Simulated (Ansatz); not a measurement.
An element in the diamond structure gives these cold pressures by all-electron LAPW under PBE (Ansatz 0.2.0, scalar-relativistic, no spin polarisation).

```tsv
V (Å³/atom)	P (GPa)
110.98	0.01
102.10	0.13
93.22	0.29
84.34	0.53
75.46	0.89
66.59	1.43
57.71	2.28
49.94	3.47
```

Which element is it?

K. Its zero-pressure volume in this structure is near 111.0 Å³/atom; the volume and the steepness of P(V) together point to it, though neighbours can come close. Neighbours weren't tried against these numbers.
